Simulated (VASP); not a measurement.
# MgO in VASP: notebook

The runs below take MgO through single point, with r2SCAN.

All numbers are computed with VASP 6.6.1; they aren't measurements. Logs are shortened: lines on timing, memory, paths and dates and some standing lists are left out, and cuts for length are marked.

## (1) The cell of the first run

The cell holds a slab with vacuum, 10 atoms: a = 2.973 Å, b = 2.973 Å, c = 25.923 Å, α = 90.00°, β = 90.00°, γ = 120.00°.

## (2) Single point, r2SCAN ((1 1 1) slab cut from the bulk)

The input, POSCAR:

```
MgO
1.0
    2.9728305850      0.0000000000      0.0000000000
   -1.4864152925      2.5745468078      0.0000000000
    0.0000000000      0.0000000000     25.9228770376
O Mg
5 5
Direct
    0.3333333333      0.6666666667      0.2893197383
    0.0000000000      0.0000000000      0.3829554102
    0.6666666667      0.3333333333      0.4765910820
    0.3333333333      0.6666666667      0.5702267539
    0.0000000000      0.0000000000      0.6638624258
    0.6666666667      0.3333333333      0.3361375742
    0.3333333333      0.6666666667      0.4297732461
    0.0000000000      0.0000000000      0.5234089180
    0.6666666667      0.3333333333      0.6170445898
    0.3333333333      0.6666666667      0.7106802617
```

The input, INCAR.step1:

```
  ALGO = Normal
  DIPOL = 0.5 0.5 0.500
  EDIFF = 1E-4
  ENCUT = 520
  GGA = PE
  IDIPOL = 3
  ISMEAR = 0
  LASPH = True
  LCHARG = False
  LDIPOL = True
  LREAL = False
  LWAVE = True
  NBANDS = 31
  NELM = 100
  PREC = Accurate
  SIGMA = 0.05
```

The input, INCAR.step2:

```
  ALGO = Normal
  DIPOL = 0.5 0.5 0.500
  EDIFF = 1E-6
  ENCUT = 520
  IDIPOL = 3
  ISIF = 2
  ISMEAR = 0
  ISTART = 1
  LASPH = True
  LCHARG = False
  LDIPOL = True
  LMIXTAU = True
  LREAL = False
  LWAVE = False
  METAGGA = R2SCAN
  NBANDS = 31
  NELM = 100
  PREC = Accurate
  SIGMA = 0.05
```

The input, KPOINTS:

```
k-points
0
Gamma
  9 9 1
```

Potentials or basis: VASP PAW PBE potentials, release 64 (O, Mg).

Command:

```bash
$ cat potpaw_PBE.64/O/POTCAR potpaw_PBE.64/Mg/POTCAR > POTCAR
$ cp INCAR.step1 INCAR
$ mpirun -np 1 vasp_std > vasp.out
$ cp INCAR.step2 INCAR
$ mpirun -np 1 vasp_std > vasp.out
```

OUTCAR:

```text
EDIFF = 1E-6
   ENCUT = 520
   ISIF = 2
   ISMEAR = 0
   ISTART = 1
   LASPH = True
   LREAL = False
   METAGGA = R2SCAN
   NELM = 100
   PREC = Accurate

 ion  position               nearest neighbor table
   1  0.333  0.667  0.289-   6 2.10   6 2.10   6 2.10
   2  0.000  0.000  0.383-   7 2.10   7 2.10   7 2.10   6 2.10   6 2.10   6 2.10
   3  0.667  0.333  0.477-   7 2.10   7 2.10   7 2.10   8 2.10   8 2.10   8 2.10
   4  0.333  0.667  0.570-   8 2.10   9 2.10   9 2.10   8 2.10   8 2.10   9 2.10
   5  0.000  0.000  0.664-  10 2.10  10 2.10  10 2.10   9 2.10   9 2.10   9 2.10
   6  0.667  0.333  0.336-   1 2.10   1 2.10   1 2.10   2 2.10   2 2.10   2 2.10   7 2.97   7 2.97
                             7 2.97
   7  0.333  0.667  0.430-   2 2.10   3 2.10   3 2.10   2 2.10   2 2.10   3 2.10   6 2.97   8 2.97
                             6 2.97   8 2.97   8 2.97   6 2.97
   8  0.000  0.000  0.523-   4 2.10   4 2.10   4 2.10   3 2.10   3 2.10   3 2.10   9 2.97   9 2.97
                             9 2.97   7 2.97   7 2.97   7 2.97
   9  0.667  0.333  0.617-   4 2.10   4 2.10   4 2.10   5 2.10   5 2.10   5 2.10   8 2.97   8 2.97
                             8 2.97  10 2.97  10 2.97  10 2.97
  10  0.333  0.667  0.711-   5 2.10   5 2.10   5 2.10   9 2.97   9 2.97   9 2.97

  LATTYP: Found a hexagonal cell.
 ALAT       =     2.9728305850
 C/A-ratio  =     8.7199308189

  Lattice vectors:

 A1 = (   2.9728305850,   0.0000000000,   0.0000000000)
 A2 = (  -1.4864152925,   2.5745468078,   0.0000000000)
 A3 = (   0.0000000000,   0.0000000000,  25.9228770376)

Analysis of symmetry for initial positions (statically):
=====================================================================
 Subroutine PRICEL returns:
 Original cell was already a primitive cell.

 Routine SETGRP: Setting up the symmetry group for a
 hexagonal supercell.

 Subroutine GETGRP returns: Found  6 space group operations
 (whereof  6 operations were pure point group operations)
 out of a pool of 24 trial point group operations.

The static configuration has the point symmetry C_3v.

Analysis of symmetry for dynamics (positions and initial velocities):
=====================================================================
 Subroutine PRICEL returns:
 Original cell was already a primitive cell.

 Routine SETGRP: Setting up the symmetry group for a
 hexagonal supercell.

 Subroutine GETGRP returns: Found  6 space group operations
 (whereof  6 operations were pure point group operations)
 out of a pool of 24 trial point group operations.

The dynamic configuration has the point symmetry C_3v.

 Subroutine INISYM returns: Found  6 space group operations
 (whereof  6 operations are pure point group operations),
 and found     1 'primitive' translations

----------------------------------------------------------------------------------------

                                     Primitive cell

  volume of cell :     198.4057

  direct lattice vectors                    reciprocal lattice vectors
     2.972830585  0.000000000  0.000000000     0.336379747  0.194208937  0.000000000
    -1.486415293  2.574546808  0.000000000     0.000000000  0.388417875  0.000000000
     0.000000000  0.000000000 25.922877038     0.000000000  0.000000000  0.038575965

  length of vectors
     2.972830585  2.972830585 25.922877038     0.388417875  0.388417875  0.038575965

  position of ions in fractional coordinates (direct lattice)
     0.333333333  0.666666667  0.289319738
     0.000000000  0.000000000  0.382955410
     0.666666667  0.333333333  0.476591082
     0.333333333  0.666666667  0.570226754
     0.000000000  0.000000000  0.663862426
     0.666666667  0.333333333  0.336137574
     0.333333333  0.666666667  0.429773246
     0.000000000  0.000000000  0.523408918
     0.666666667  0.333333333  0.617044590
     0.333333333  0.666666667  0.710680262

  ion indices of the primitive-cell ions
   primitive index   ion index
                 1           1
                 2           2
                 3           3
                 4           4
                 5           5
                 6           6
                 7           7
                 8           8
                 9           9
                10          10

----------------------------------------------------------------------------------------

 KPOINTS: k-points

Automatic generation of k-mesh.
 Grid dimensions read from file:
 generate k-points for:    9    9    1

 Generating k-lattice:

  Cartesian coordinates                     Fractional coordinates (reciprocal lattice)
     0.037375527  0.021578771  0.000000000     0.111111111  0.000000000  0.000000000
     0.000000000  0.043157542  0.000000000     0.000000000  0.111111111  0.000000000
     0.000000000  0.000000000  0.038575965     0.000000000  0.000000000  1.000000000

  Length of vectors
     0.043157542  0.043157542  0.038575965

  Shift w.r.t. Gamma in fractional coordinates (k-lattice)
     0.000000000  0.000000000  0.000000000

 Subroutine IBZKPT returns following result:
 ===========================================

 Found     12 irreducible k-points:

 Following reciprocal coordinates:
            Coordinates               Weight
  0.000000  0.000000  0.000000      1.000000
  0.111111  0.000000  0.000000      6.000000
  0.222222  0.000000  0.000000      6.000000
  0.333333  0.000000  0.000000      6.000000
  0.444444  0.000000  0.000000      6.000000
  0.111111  0.111111  0.000000      6.000000
  0.222222  0.111111  0.000000     12.000000
  0.333333  0.111111  0.000000     12.000000
  0.444444  0.111111  0.000000      6.000000
  0.222222  0.222222  0.000000      6.000000
  0.333333  0.222222  0.000000     12.000000
  0.333333  0.333333  0.000000      2.000000
   k-points           NKPTS =     12   k-points in BZ     NKDIM =     12   number of bands    NBANDS=     31
   number of dos      NEDOS =    301   number of ions     NIONS =     10
   total plane-waves  NPLWV = 112896
   dimension x,y,z NGX =    24 NGY =   24 NGZ =  196
   dimension x,y,z NGXF=    48 NGYF=   48 NGZF=  392
   ions per type =               5   5
   NGX,Y,Z   is equivalent  to a cutoff of  13.42, 13.42, 12.57 a.u.
   NGXF,Y,Z  is equivalent  to a cutoff of  26.84, 26.84, 25.14 a.u.
 SYSTEM =  unknown system
   PREC   = accura    normal or accurate (medium, high low for compatibility)
   ISTART =      1    job   : 0-new  1-cont  2-samecut
   ICHARG =      0    charge: 1-file 2-atom 10-const
   ISPIN  =      1    spin polarized calculation?
   LNONCOLLINEAR =      F non collinear calculations
   LSORBIT =      F    spin-orbit coupling
   LASPH  =      T    aspherical Exc in radial PAW
   ENCUT  =  520.0 eV  38.22 Ry    6.18 a.u.   5.53  5.53 48.20*2*pi/ulx,y,z
   NELM   =    100;   NELMIN=  2; NELMDL=  0     # of ELM steps
   EDIFF  = 0.1E-05   stopping-criterion for ELM
   LREAL  =      F    real-space projection
   EDIFFG = 0.1E-04   stopping-criterion for IOM
   NSW    =      0    number of steps for IOM
   IBRION =     -1    ionic relax: 0-MD 1-quasi-New 2-CG
   NFREE  =      0    steps in history (QN), initial steepest desc. (CG)
   ISIF   =      2    stress and relaxation
   ISYM   =      2    0-nonsym 1-usesym 2-fastsym
   POTIM  = 0.5000    time-step for ionic-motion
   TEBEG  =    0.0;   TEEND  =   0.0 temperature during run
   PSTRESS=    0.0 pullay stress
   NELECT =      40.0000    total number of electrons
   NUPDOWN=      -1.0000    fix difference up-down
   EMIN   =  10.00;   EMAX   =-10.00  energy-range for DOS
   EFERMI =   0.00;   METHOD = LEGACY
   ISMEAR =     0;   SIGMA  =   0.05  broadening in eV -4-tet -1-fermi 0-gaus
   EFERMI_NEDOS =   21; number of points for ismear=-14 and -15
   IALGO  =     38    algorithm
   IMIX   =      4    mixing-type and parameters
     AMIX     =   0.40;   BMIX     =  1.00
     AMIX_MAG =   1.60;   BMIX_MAG =  1.00
  volume/ion in A,a.u.               =      19.84       133.89
  Fermi-wavevector in a.u.,A,eV,Ry     =   0.959939  1.814021 12.537525  0.921482
  Thomas-Fermi vector in A             =   2.089179
   LORBIT       =      0    0 simple, 1 ext, 2 COOP (PROOUT), +10 PAW based schemes
   METAGGA = R2SCAN    functional components
   LHFCALC =     F    Hartree Fock is set to
   AEXX    =    0.0000 exact exchange contribution
   IVDW    =     0    specifies the selected vdW correction
   LEPSILON=     F    determine dielectric tensor
   LRPA    =     F    only Hartree local field effects (RPA)
 non-spin polarized calculation
 Gauss-broadening in eV      SIGMA  =   0.05
  energy-cutoff  :      520.00
  volume of cell :      198.41
 maximum number of plane-waves:      5433
 NGX is ok and might be reduce to    24

 number of electron      40.0000006 magnetization

 dipolmoment           0.000000      0.000000     -0.261997 electrons x Angstroem

 Free energy of the ion-electron system (eV)
  ---------------------------------------------------
  ext. energy  EPLUGINS =         0.00000000
  ---------------------------------------------------
  free energy    TOTEN  =       -74.46793174 eV

  energy without entropy =      -74.46100015  energy(sigma->0) =      -74.46446594

 E-fermi :  -1.4695     XC(G=0):  -6.1781

 val. band max:       -1.4705684227   @ k =   0.2222   0.1111   0.0000
 cond. band min:      -1.4381377067   @ k =   0.2222   0.2222   0.0000
 fundamental gap:      0.0324307160
 Fermi energy:        -1.4695042336

 k-point     1 :       0.0000    0.0000    0.0000
  band No.  band energies     occupation
      1     -23.4901      2.00000
      2     -22.2450      2.00000
      3     -21.0947      2.00000
      4     -19.9270      2.00000
      5     -18.2244      2.00000
      6      -9.4651      2.00000
[... 23 lines left out ...]
     30       8.8824      0.00000
     31       9.5379      0.00000

 k-point     2 :       0.1111    0.0000    0.0000
  band No.  band energies     occupation
      1     -23.3978      2.00000
      2     -22.1614      2.00000
      3     -21.0121      2.00000
      4     -19.8469      2.00000
      5     -18.1643      2.00000
      6      -9.3133      2.00000
[... 23 lines left out ...]
     30       8.6286      0.00000
     31       9.4422      0.00000

 k-point     3 :       0.2222    0.0000    0.0000
  band No.  band energies     occupation
      1     -23.1546      2.00000
      2     -21.9413      2.00000
      3     -20.7940      2.00000
      4     -19.6351      2.00000
      5     -18.0070      2.00000
      6      -8.9204      2.00000
[... 23 lines left out ...]
     30       8.5994      0.00000
     31       9.3283      0.00000

 k-point     4 :       0.3333    0.0000    0.0000
  band No.  band energies     occupation
      1     -22.8589      2.00000
      2     -21.6747      2.00000
      3     -20.5289      2.00000
      4     -19.3764      2.00000
      5     -17.8193      2.00000
      6      -9.1168      2.00000
[... 227 lines left out ...]
     30       8.2213      0.00000
     31       8.7680      0.00000

 k-point    11 :       0.3333    0.2222    0.0000
  band No.  band energies     occupation
      1     -22.5705      2.00000
      2     -21.4103      2.00000
      3     -20.2648      2.00000
      4     -19.1166      2.00000
      5     -17.6318      2.00000
      6      -9.3262      2.00000
[... 23 lines left out ...]
     30       8.8740      0.00000
     31       9.1324      0.00000

 k-point    12 :       0.3333    0.3333    0.0000
  band No.  band energies     occupation
      1     -22.5175      2.00000
      2     -21.3604      2.00000
      3     -20.2149      2.00000
      4     -19.0671      2.00000
      5     -17.5956      2.00000
      6      -8.8460      2.00000
[... 23 lines left out ...]
     30       8.9170      0.00000
     31       9.6203      0.00000

------------------------ aborting loop because EDIFF is reached ----------------------------------------

 vacuum level on the upper side and lower side of the slab       (xc-potential included)        -3.050         3.015

  FORCE on cell =-STRESS in cart. coord.  units (eV):
  Direction    XX          YY          ZZ          XY          YZ          ZX
  --------------------------------------------------------------------------------------
  -------------------------------------------------------------------------------------
  Total       -0.7229227     -0.7229227     -0.8362831     -0.0000000      0.0000000      0.0000000
  in kB       -5.8377875     -5.8377875     -6.7532021     -0.0000000      0.0000000      0.0000000
  external PRESSURE =      -6.1429257 kB  Pullay stress =       0.0000000 kB

 VOLUME and BASIS-vectors are now :
 -----------------------------------------------------------------------------
  energy-cutoff  :      520.00
  volume of cell :      198.41
      direct lattice vectors                 reciprocal lattice vectors
     2.972830585  0.000000000  0.000000000     0.336379747  0.194208937  0.000000000
    -1.486415293  2.574546808  0.000000000     0.000000000  0.388417875  0.000000000
     0.000000000  0.000000000 25.922877038     0.000000000  0.000000000  0.038575965

 POSITION                                       TOTAL-FORCE (eV/Angst)
 -----------------------------------------------------------------------------------
     -0.00000      1.71636      7.50000        -0.000000      0.000000      0.930077
      0.00000      0.00000      9.92731         0.000000      0.000000      1.005048
      1.48642      0.85818     12.35461         0.000000      0.000000      0.929025
     -0.00000      1.71636     14.78192        -0.000000      0.000000      0.919806
      0.00000      0.00000     17.20922         0.000000      0.000000      0.388332
      1.48642      0.85818      8.71365         0.000000      0.000000     -1.427792
     -0.00000      1.71636     11.14096        -0.000000      0.000000     -0.926061
      0.00000      0.00000     13.56827         0.000000     -0.000000     -0.921125
      1.48642      0.85818     15.99557         0.000000      0.000000     -0.965160
     -0.00000      1.71636     18.42288        -0.000000     -0.000000      0.067851
 -----------------------------------------------------------------------------------
    total drift:                               -0.000003      0.000002     -0.006837

  FREE ENERGIE OF THE ION-ELECTRON SYSTEM (eV)
  ---------------------------------------------------
  free  energy   TOTEN  =       -74.4679317391 eV

  energy  without entropy=      -74.4610001482  energy(sigma->0) =      -74.46446594

 vacuum level on the upper side and lower side of the slab         2.833         9.027
```

Run time: 23 min. Hardware: 1 thread of AMD EPYC 7R43 (Zen 3), shared host; peak memory 0.36 GiB.

What came out:

```yaml
Free_energy: -74.4679 eV
Largest_force: 1.428 eV/Å
Band_gap_on_the_k_mesh: none (metal or under the smearing width)
```

Forces in eV/Å, atoms in the order of the input:
```
O    0.000  0.000  0.930
O    0.000  0.000  1.005
O    0.000  0.000  0.929
O    0.000  0.000  0.920
O    0.000  0.000  0.388
Mg   0.000  0.000 -1.428
Mg   0.000  0.000 -0.926
Mg   0.000  0.000 -0.921
Mg   0.000  0.000 -0.965
Mg   0.000  0.000  0.068
```

Levels at points of the mesh, in eV from the Fermi level:
| k point | band 18 | band 19 | band 20 | band 21 | band 22 | band 23 |
| --- | --- | --- | --- | --- | --- | --- |
| (0.00, 0.00, 0.00) | -1.20 | -0.44 | 0.46 | 0.46 | 2.53 | 4.07 |

Caveat: the PAW data sets were made with another functional, which shifts forces and pressure a little.

## (3) Single point, r2SCAN ((1 1 1) slab, atoms relaxed)

The input, POSCAR:

```
MgO
1.0
    2.9728305850      0.0000000000      0.0000000000
   -1.4864152925      2.5745468078      0.0000000000
    0.0000000000      0.0000000000     25.9228770376
O Mg
5 5
Direct
    0.3333333333      0.6666666667      0.2948590336
    0.0000000000      0.0000000000      0.3852821864
    0.6666666667      0.3333333333      0.4791398516
    0.3333333333      0.6666666667      0.5732961221
    0.0000000000      0.0000000000      0.6674157247
    0.6666666667      0.3333333333      0.3305333339
    0.3333333333      0.6666666667      0.4256845761
    0.0000000000      0.0000000000      0.5199249667
    0.6666666667      0.3333333333      0.6141136239
    0.3333333333      0.6666666667      0.7097505811
```

The input, INCAR.step1:

```
SYSTEM = MgO
PREC = Accurate
ENCUT = 520
ISMEAR = 0
SIGMA = 0.05
LREAL = .FALSE.
LASPH = .TRUE.
NELM = 100
LDIPOL = .TRUE.
IDIPOL = 3
DIPOL = 0.5 0.5 0.500
NBANDS = 31
GGA = PE
ALGO = Normal
EDIFF = 1E-4
LWAVE = .TRUE.
LCHARG = .FALSE.
```

The input, INCAR.step2:

```
SYSTEM = MgO
PREC = Accurate
ENCUT = 520
EDIFF = 1E-7
ISMEAR = 0
SIGMA = 0.05
LREAL = .FALSE.
LASPH = .TRUE.
NELM = 100
ALGO = Normal
ISIF = 2
LWAVE = .FALSE.
LCHARG = .FALSE.
LDIPOL = .TRUE.
IDIPOL = 3
DIPOL = 0.5 0.5 0.500
METAGGA = R2SCAN
LMIXTAU = .TRUE.
NBANDS = 31
ISTART = 1
```

The input, KPOINTS:

```
regular mesh
0
G
  9 9 1
  0 0 0
```

Potentials or basis: VASP PAW PBE potentials, release 64 (O, Mg).

Command:

```bash
$ cat potpaw_PBE.64/O/POTCAR potpaw_PBE.64/Mg/POTCAR > POTCAR
$ cp INCAR.step1 INCAR
$ mpirun -np 1 vasp_std > vasp.out
$ cp INCAR.step2 INCAR
$ mpirun -np 1 vasp_std > vasp.out
```

It took 29 min on 1 thread of AMD EPYC 7R43 (Zen 3), shared host; peak memory 0.35 GiB.

The run converged. Its results:

```yaml
Free_energy: -74.8514 eV
Largest_force: 0.033 eV/Å
Band_gap_on_the_k_mesh: none (metal or under the smearing width)
```

Forces on the atoms (eV/Å):
```
O    0.000  0.000  0.033
O    0.000  0.000 -0.017
O    0.000  0.000 -0.017
O    0.000  0.000 -0.018
O    0.000  0.000 -0.031
Mg   0.000  0.000  0.018
Mg   0.000  0.000  0.022
Mg   0.000  0.000  0.009
Mg   0.000  0.000  0.028
Mg   0.000  0.000 -0.027
```

Levels at points of the mesh, in eV from the Fermi level:
```tsv
k point	band 16	band 17	band 18	band 19	band 20	band 21	band 22	band 23	band 24	band 25
(0.00, 0.00, 0.00)	-1.82	-0.76	-0.76	-0.28	0.29	0.29	3.14	4.56	5.24	6.28
```

Caveat: the PAW data sets were made with another functional, which shifts forces and pressure a little.
